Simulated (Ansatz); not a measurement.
# ZnSe: stiffness from strained cells

How stiff is the crystal, and how unevenly? Runs: reference run (LAPW); at 30 GPa (LAPW). Companion runs by PAW are cited.

Method: DFT PBEsol, all-electron LAPW, scalar-relativistic unless said, in Ansatz 0.2.0.

**1. The starting structure**

It takes space group F-43m (No. 216, cubic). Conventional cell: a = 5.633 Å, b = 5.633 Å, c = 5.633 Å, α = 90.00°, β = 90.00°, γ = 90.00°. Around Zn (site symmetry -43m) lie 4 Se at 2.44 Å. Se (site symmetry -43m) is surrounded by 4 Zn at 2.44 Å.

As a file:

```cif
data_structure
_symmetry_space_group_name_H-M 'P 1'
_symmetry_Int_Tables_number 1
_cell_length_a 3.9833
_cell_length_b 3.9833
_cell_length_c 3.9833
_cell_angle_alpha 60.000
_cell_angle_beta 60.000
_cell_angle_gamma 60.000
_cell_volume 44.69
loop_
_atom_site_label
_atom_site_type_symbol
_atom_site_fract_x
_atom_site_fract_y
_atom_site_fract_z
_atom_site_occupancy
Zn1 Zn 0.00000 0.00000 0.00000 1
Se1 Se 0.75000 0.75000 0.75000 1
```

Cartesian axes are those of the input's lattice vectors. The structure goes back to a database entry.

**2. Reference run, LAPW**

Contents of input.yaml:

```yaml
crystal:
  lattice:
    - [0.0, 2.8165937352, 2.8165937352]
    - [2.8165937352, 0.0, 2.8165937352]
    - [2.8165937352, 2.8165937352, 0.0]
  atoms:
    - { symbol: Zn, position: [0.0, 0.0, 0.0] }
    - { symbol: Se, position: [0.75, 0.75, 0.75] }
kpoints:
  mp_grid: { grid: [8, 8, 8] }
scf:
  occupations: { method: fixed }
hamiltonian:
  xc: pbesol
  pseudopotentials: { kind: all_electron, lapw: { basis_error: 0.0005 } }
elastic:
  mode: relaxed_ion
  stencil: two_point
  amplitude: 0.005
```

The run is started by

```sh
$ ansatz run input.yaml --threads 1 --pin off --max-ram 2560MiB --backend cpu --events-out ev --progress --plain --runs-dir out
```

**3. At 30 GPa, LAPW**

Edit input.yaml of step 2 so:

```diff
@@ -2,5 +2,5 @@
   lattice:
-    - [0.0, 2.8165937352, 2.8165937352]
-    - [2.8165937352, 0.0, 2.8165937352]
-    - [2.8165937352, 2.8165937352, 0.0]
+    - [0.0, 2.58565218068, 2.58565218068]
+    - [2.58565218068, 0.0, 2.58565218068]
+    - [2.58565218068, 2.58565218068, 0.0]
   atoms:
```

(Steps that only read results are left out.)

**Question.** What will these runs give? Wanted: C11; C12; C44; bulk, shear and Young's modulus; Debye temperature from sound speeds; universal anisotropy index.

The runs gave:

```
                           quantity           value
                         C11 (LAPW)          89 GPa
                         C12 (LAPW)          53 GPa
                         C44 (LAPW)          40 GPa
    bulk, shear and Young's modulus  65, 29, 76 GPa
Debye temperature from sound speeds           271 K
         universal anisotropy index            0.79
```

All eigenvalues are positive, so the crystal is mechanically stable; by LAPW K = 65 and G = 29 GPa, K/G = 2.26, on the ductile side of Pugh's rough line at 1.75, which was drawn for metals. Young's modulus runs from 49 to 99 GPa with direction. PAW's constants lie within 0.1 GPa of LAPW's. At 30 GPa K rises to 185 GPa. Cautions: constants at zero field, no piezoelectric stiffening.
